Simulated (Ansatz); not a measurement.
# Ni (Fm-3m) in Ansatz: notebook

Runs on Ni. Level: PBEsol. Tasks: single point, equation of state.

Program: Ansatz 0.2.0. These are calculated values, not measurements. Logs are shortened: lines on timing, memory, paths and dates and some standing lists are left out, and cuts for length are marked.

## 1. The crystal as given

It takes space group Fm-3m (No. 225, cubic). Conventional cell: a = 3.475 Å, b = 3.475 Å, c = 3.475 Å, α = 90.00°, β = 90.00°, γ = 90.00°. Around Ni (site symmetry m-3m) lie 12 Ni at 2.46 Å.

## 2. Single point, PBEsol, collinear spin, ferromagnetic start, 9.86 Å³/atom (volume scaled by 0.94)

Input file input.yaml:

```yaml
crystal:
  lattice:
    - [0.0, 1.702102308, 1.702102308]
    - [1.702102308, 0.0, 1.702102308]
    - [1.702102308, 1.702102308, 0.0]
  atoms:
    - { symbol: Ni, position: [0.0, 0.0, 0.0], spin: 1.0 }
kpoints:
  mp_grid: { grid: [13, 13, 13] }
scf:
  occupations: { method: fermi_dirac, width: 0.05 }
hamiltonian:
  xc: pbesol
  pseudopotentials: { kind: all_electron, lapw: { basis_error: 0.001 } }
magnetization:
  spin_polarized: true
output:
  forces: true
  stress: true
  eigenvalues: true
```

Potentials or basis: all-electron LAPW, scalar-relativistic.

Run with:

```
$ ansatz run input.yaml --threads 2 --pin off --max-ram 6144MiB --backend cpu --events-out ev --progress --plain --runs-dir out
```

Log:

```text
Warning: RAYON_NUM_THREADS=2 ignored (pool sized by the plan → 2); use --threads N
LAPW: plane waves up to 9.384 Å⁻¹, error target 1.0e-3 eV per atom; small_component_spin mean_spin; Ni in spheres of 1.204 Å, 18 of its electrons in bands, Dirac shells [] (how accurate: hamiltonian.pseudopotentials.lapw.basis_error, Limitations)
Engine: ansatz 0.2.0, aarch64-unknown-linux-gnu
Pseudopotentials: kind: all_electron
Pseudopotential: Ni, LAPW, valence charge 18, lapw/all_electron/scalar/gaussian/Ni, Koelling and Harmon's equation, gaussian nucleus
Functional definition: PBEsol
  exchange = pbesol_x
  correlation = pbesol_c
Crystal: 1 atoms, lattice volume = 9.862 Å³
Basis set: ecut = 335.51968178873483 eV, 137 PW (Γ), exchange–correlation at level 2
Bands: 14, of which v1, the nominal top of the filled ones, is band 9 counted from 1 (8 counted from 0)
Symmetry: 48 space group operations
Space group: Fm-3m (ITA 225), of the structure as read, at distance tolerance 2.1e-5 Å
Magnetic group: BNS 225.116 (UNI 1618), of the structure as read, at distance tolerance 2.1e-5 Å
k-points: 84 of 2197
Non-local potential: Ni, projectors of the file, none
Initial density: superposition of atomic densities (chi_scale 0.1, normalization cell)
Starting moments: Σ|m| = 1 μB on 1 of 1 site
Initial wavefunctions: plane waves of lowest kinetic energy (no species holds an atomic orbital)
Functional: x = pbesol(κ = 0.804, μ = 0.12345679012345678), c = pbesol(β = 0.046)
iter 1 solved again at ethr=9.86e-6 eV; its pass at ethr=1.00e-1 eV (dr2=1.78e-3 eV) is discarded
SCF iter   1: F=—  HF=-41348.097160 eV  |F-HF|=—  |Δ(HF+E_count)|=         —  Δρ=1.98e-2 (↑1.96e-2 ↓1.98e-2)  dr2=1.79e-3  dr2_m=3.45e-2  M=0.635 μB ∫|m|=0.670 μB  β_m=0.30  ethr=9.86e-6  ⟨swp⟩=3.9  Hψ=19349  notcnv=0
Mixer restart at iter 1: flushing history
preconditioner: auto → none  [metal: Δε(μ)=0.002 eV  Ē_g=18.018 eV  σ=0.050 eV  W_gap=0.01  n_scr=0 (ndim 8)  ℏωp=37.4 eV  f_vac=0.000  D(μ)=1.48/eV (n_scr^D=14)]
SCF iter   2: F=—  HF=-41348.104033 eV  |F-HF|=—  |Δ(HF+E_count)|=   6.87e-3  Δρ=1.41e-2 (↑1.38e-2 ↓1.41e-2)  dr2=8.78e-4  dr2_m=1.73e-2  M=0.631 μB ∫|m|=0.673 μB  β_m=0.64  ethr=9.86e-6  ⟨swp⟩=2.0  Hψ=6252  notcnv=0
SCF iter   3: F=—  HF=-41348.115582 eV  |F-HF|=—  |Δ(HF+E_count)|=   1.15e-2  Δρ=1.49e-3 (↑9.31e-4 ↓1.49e-3)  dr2=2.31e-4  dr2_m=1.38e-5  M=0.626 μB ∫|m|=0.691 μB  β_m=0.47  ethr=4.88e-6  ⟨swp⟩=2.8  Hψ=7113  notcnv=0
iter 4 solved again at ethr=1.74e-8 eV; its pass at ethr=1.28e-6 eV (dr2=3.13e-6 eV) is discarded
SCF iter   4: F=—  HF=-41348.112639 eV  |F-HF|=—  |Δ(HF+E_count)|=         —  Δρ=5.06e-4 (↑3.87e-4 ↓5.06e-4)  dr2=3.12e-6  dr2_m=1.65e-5  M=0.625 μB ∫|m|=0.689 μB  β_m=0.73  ethr=1.74e-8  ⟨swp⟩=2.3  Hψ=10957  notcnv=0
the basis was enlarged: its passes take 905.0 KiB over the memory plan, 2 of 2 planned eigensolver slots
SCF iter   5: F=—  HF=-41348.112820 eV  |F-HF|=—  |Δ(HF+E_count)|=   1.81e-4  Δρ=2.36e-4 (↑1.55e-4 ↓2.36e-4)  dr2=7.50e-7  dr2_m=3.13e-6  M=0.625 μB ∫|m|=0.693 μB  β_m=0.87  ethr=1.73e-8  ⟨swp⟩=3.0  Hψ=6939  notcnv=0
SCF iter   6: F=—  HF=-41348.112873 eV  |F-HF|=—  |Δ(HF+E_count)|=   5.31e-5  Δρ=1.11e-5 (↑1.11e-5 ↓5.72e-6)  dr2=4.57e-9  dr2_m=4.91e-9  M=0.625 μB ∫|m|=0.695 μB  β_m=0.88  ethr=4.17e-9  ⟨swp⟩=3.0  Hψ=7028  notcnv=0
SCF iter   7: F=—  HF=-41348.112873 eV  |F-HF|=—  |Δ(HF+E_count)|=   9.07e-8  Δρ=1.69e-6 (↑1.10e-6 ↓1.69e-6)  dr2=2.20e-10  dr2_m=8.22e-11  M=0.625 μB ∫|m|=0.696 μB  β_m=0.94  ethr=2.54e-11  ⟨swp⟩=3.0  Hψ=6922  notcnv=0
SCF iter   8: F=-41348.112873 eV  HF=-41348.112873 eV  |F-HF|=5.09e-11  |Δ(HF+E_count)|=   8.56e-9  Δρ=5.54e-7 (↑2.96e-7 ↓5.54e-7)  dr2=4.28e-12  dr2_m=1.55e-11  M=0.625 μB ∫|m|=0.696 μB  ethr=1.22e-12  ⟨swp⟩=2.6  Hψ=6570  notcnv=0
SCF 1 converged in 8 iterations: F = -41348.112873 eV  dr2 = 4.28e-12
SCF converged after 8 iterations
Magnetization: 0.6250 μB (9.3125 up, 8.6875 down)
Absolute magnetization: 0.6955 μB (∫|ρ↑−ρ↓|)
Spin contamination: 0.0049 ħ² per cell (⟨S²⟩ above its minimum at these occupations)
Per-site moments (μB) at R_I (Å): [(0.6453681492660746, 1.2035680663255037)]
Free energy (F): -41348.112873 eV
Harris-Foulkes:  -41348.112873 eV  (|F-HF|=5.09e-11)
Internal energy: -41348.101144 eV  (E = F + TS)
E sigma→0 (E₀):  -41348.107008 eV
Entropy (-TS):   -0.011729 eV (-11.729 meV/atom)
Fermi energy:    20.485896 eV
--- Per-component energies (eV) ---
  E_band       = -245.526426
  E_kinetic    = 42008.156313
  E_xc         = -1696.126425
  E_electrostatic = -81660.131032  (all electrons and nuclei)
  E_smearing   = -0.011729  (= −TS)
  E_closure    = 0.000000  (closes the sum)
  E_atoms      = -41340.345444  (free atoms, spherical and without spin; not in F)
  Σ components = -41348.112873   (vs F -41348.112873, Δ=0.00e0)
  Basis errors (estimates in eV, not in F): energy 2.0e-4 per atom: plane waves 1.7e-4 (1.2e-4 summed), levels above the bands 4.1e-220, relativity 1.4e-8, radial functions 3.0e-5, core shells 8.6e-10; eigenvalues (radial functions only) 5.9e-6; not estimated: angular momenta, meshes, grids; target (lapw.basis_error) 1.0e-3; muffin-tin radii Ni 1.204 Å
--- Forces (eV/Å), atoms counted from 1 ---
  atom   1  Ni    -0.00000000     0.00000000    -0.00000000
  max |Σ_I F_I| component: 5.09e-31 eV/Å
--- Stress (GPa, compression-positive) ---
       13.439726       0.000000      -0.000000
        0.000000      13.439726      -0.000000
       -0.000000      -0.000000      13.439726
  P = ⅓ Tr σ = 13.4397 GPa (134.397 kbar)
--- Band table (eV; the first three rows and the last of 168) ---
  k-point 0 ↑: bands = ["-83.0570", "-43.4042", "-43.4042", "-43.4042", "10.6069", "17.7615", "17.7615", "17.7615", "19.1223", "19.1223", "44.6976", "49.3896", "49.3896", "49.3896"]
  k-point 1 ↑: bands = ["-83.0539", "-43.4225", "-43.4067", "-43.4067", "10.8557", "17.6903", "17.8205", "17.8205", "19.0968", "19.0968", "43.9878", "46.9825", "48.8901", "48.8901"]
  k-point 2 ↑: bands = ["-83.0455", "-43.4732", "-43.4139", "-43.4139", "11.5777", "17.5172", "17.9523", "17.9523", "19.0647", "19.0647", "40.7655", "45.7868", "48.0905", "48.0905"]
  k-point 83 ↓: bands = ["-82.1668", "-42.8322", "-42.8050", "-42.7225", "16.5446", "17.3867", "17.7360", "19.6376", "20.8696", "27.5354", "29.6325", "31.8202", "33.1349", "51.1098"]
```

It took 8.8 s on 2 threads of Arm Neoverse V1, shared host; peak memory 0.35 GiB.

Results:

```
Free energy            : -41348.1129 eV
Pressure               : 13.4 GPa
Band gap on the k mesh : none (metal or under the smearing width)
Net moment             : 0.62 μB per cell
Absolute moment        : 0.70 μB per cell
Site moments           : Ni +0.65 μB
```

## 3. Single point, PBEsol, collinear spin, ferromagnetic start, 10.07 Å³/atom (volume scaled by 0.96)

Edit input.yaml of step 2 so:

```diff
@@ -2,5 +2,5 @@
   lattice:
-    - [0.0, 1.702102308, 1.702102308]
-    - [1.702102308, 0.0, 1.702102308]
-    - [1.702102308, 1.702102308, 0.0]
+    - [0.0, 1.714089339, 1.714089339]
+    - [1.714089339, 0.0, 1.714089339]
+    - [1.714089339, 1.714089339, 0.0]
   atoms:
```

Potentials or basis: all-electron LAPW, scalar-relativistic.

Run with:

```
$ ansatz run input.yaml --threads 2 --pin off --max-ram 6144MiB --backend cpu --events-out ev --progress --plain --runs-dir out
```

Wall time 8.8 s (2 threads of Arm Neoverse V1, shared host); peak memory 0.36 GiB.

The run converged. Its results:

```yaml
Free_energy: -41348.1265 eV
Pressure: 7.5 GPa
Band_gap_on_the_k_mesh: none (metal or under the smearing width)
Net_moment: 0.63 μB per cell
Absolute_moment: 0.70 μB per cell
Site_moments: Ni +0.65 μB
```

## 4. Single point, PBEsol, collinear spin, ferromagnetic start, 10.28 Å³/atom (volume scaled by 0.98)

Edit input.yaml of step 3 so:

```diff
@@ -2,5 +2,5 @@
   lattice:
-    - [0.0, 1.714089339, 1.714089339]
-    - [1.714089339, 0.0, 1.714089339]
-    - [1.714089339, 1.714089339, 0.0]
+    - [0.0, 1.7259110183, 1.7259110183]
+    - [1.7259110183, 0.0, 1.7259110183]
+    - [1.7259110183, 1.7259110183, 0.0]
   atoms:
```

Run with:

```
$ ansatz run input.yaml --threads 2 --pin off --max-ram 6144MiB --backend cpu --events-out ev --progress --plain --runs-dir out
```

It took 8.8 s on 2 threads of Arm Neoverse V1, shared host; peak memory 0.35 GiB.

It converged, with:

```
Free energy            : -41348.1329 eV
Pressure               : 2.3 GPa
Band gap on the k mesh : none (metal or under the smearing width)
Net moment             : 0.63 μB per cell
Absolute moment        : 0.70 μB per cell
Site moments           : Ni +0.65 μB
```

## 5. Single point, PBEsol, collinear spin, ferromagnetic start, 10.49 Å³/atom

Edit input.yaml of step 4 so:

```diff
@@ -2,5 +2,5 @@
   lattice:
-    - [0.0, 1.7259110183, 1.7259110183]
-    - [1.7259110183, 0.0, 1.7259110183]
-    - [1.7259110183, 1.7259110183, 0.0]
+    - [0.0, 1.737572933, 1.737572933]
+    - [1.737572933, 0.0, 1.737572933]
+    - [1.737572933, 1.737572933, 0.0]
   atoms:
```

Run with:

```
$ ansatz run input.yaml --threads 2 --pin off --max-ram 6144MiB --backend cpu --events-out ev --progress --plain --runs-dir out
```

Wall time 8.8 s (2 threads of Arm Neoverse V1, shared host); peak memory 0.35 GiB.

Results (log left out):

- Free energy: -41348.1327 eV
- Pressure: -2.4 GPa
- Band gap on the k mesh: none (metal or under the smearing width)
- Net moment: 0.63 μB per cell
- Absolute moment: 0.71 μB per cell
- Site moments: Ni +0.65 μB

## 6. Single point, PBEsol, collinear spin, ferromagnetic start, 10.70 Å³/atom (volume scaled by 1.02)

Edit input.yaml of step 5 so:

```diff
@@ -2,5 +2,5 @@
   lattice:
-    - [0.0, 1.737572933, 1.737572933]
-    - [1.737572933, 0.0, 1.737572933]
-    - [1.737572933, 1.737572933, 0.0]
+    - [0.0, 1.7490803739, 1.7490803739]
+    - [1.7490803739, 0.0, 1.7490803739]
+    - [1.7490803739, 1.7490803739, 0.0]
   atoms:
```

Potentials or basis: all-electron LAPW, scalar-relativistic.

Run with:

```
$ ansatz run input.yaml --threads 2 --pin off --max-ram 6144MiB --backend cpu --events-out ev --progress --plain --runs-dir out
```

Wall time 9 s (2 threads of Arm Neoverse V1, shared host); peak memory 0.35 GiB.

The run converged. Its results:

| Item | Value |
| --- | --- |
| Free energy | -41348.1268 eV |
| Pressure | -6.6 GPa |
| Band gap on the k mesh | none (metal or under the smearing width) |
| Net moment | 0.63 μB per cell |
| Absolute moment | 0.71 μB per cell |
| Site moments | Ni +0.65 μB |

## 7. Single point, PBEsol, collinear spin, ferromagnetic start, 10.91 Å³/atom (volume scaled by 1.04)

Edit input.yaml of step 6 so:

```diff
@@ -2,5 +2,5 @@
   lattice:
-    - [0.0, 1.7490803739, 1.7490803739]
-    - [1.7490803739, 0.0, 1.7490803739]
-    - [1.7490803739, 1.7490803739, 0.0]
+    - [0.0, 1.7604383569, 1.7604383569]
+    - [1.7604383569, 0.0, 1.7604383569]
+    - [1.7604383569, 1.7604383569, 0.0]
   atoms:
```

Run with:

```
$ ansatz run input.yaml --threads 2 --pin off --max-ram 6144MiB --backend cpu --events-out ev --progress --plain --runs-dir out
```

Wall time 8.7 s (2 threads of Arm Neoverse V1, shared host); peak memory 0.35 GiB.

The run converged. Its results:

| Quantity | Value |
| --- | --- |
| Free energy | -41348.1157 eV |
| Pressure | -10.2 GPa |
| Band gap on the k mesh | none (metal or under the smearing width) |
| Net moment | 0.63 μB per cell |
| Absolute moment | 0.72 μB per cell |
| Site moments | Ni +0.66 μB |

## 8. Single point, PBEsol, collinear spin, ferromagnetic start, 11.12 Å³/atom (volume scaled by 1.06)

Edit input.yaml of step 7 so:

```diff
@@ -2,5 +2,5 @@
   lattice:
-    - [0.0, 1.7604383569, 1.7604383569]
-    - [1.7604383569, 0.0, 1.7604383569]
-    - [1.7604383569, 1.7604383569, 0.0]
+    - [0.0, 1.7716516424, 1.7716516424]
+    - [1.7716516424, 0.0, 1.7716516424]
+    - [1.7716516424, 1.7716516424, 0.0]
   atoms:
```

Run with:

```
$ ansatz run input.yaml --threads 2 --pin off --max-ram 6144MiB --backend cpu --events-out ev --progress --plain --runs-dir out
```

Run time: 9.8 s. Hardware: 2 threads of Arm Neoverse V1, shared host; peak memory 0.35 GiB.

It converged, with:

```yaml
Free_energy: -41348.1002 eV
Pressure: -13.5 GPa
Band_gap_on_the_k_mesh: none (metal or under the smearing width)
Net_moment: 0.63 μB per cell
Absolute_moment: 0.72 μB per cell
Site_moments: Ni +0.66 μB
```

## 9. Equation of state, PBEsol, collinear spin, ferromagnetic start

Potentials or basis: all-electron LAPW, scalar-relativistic.

No new run: the results of the series are fitted here.

What came out:

| Property | Result |
| --- | --- |
| Equilibrium volume | 10.38 Å³/atom |
| Bulk modulus | 232 GPa |
| Pressure derivative of the bulk modulus | 4.9 |

Energy against volume, from the lowest point:
```tsv
volume (Å³/atom)	energy (meV/atom)
9.862	19.99
10.072	6.34
10.282	0.00
10.492	0.15
10.702	6.07
10.912	17.12
11.122	32.70
```
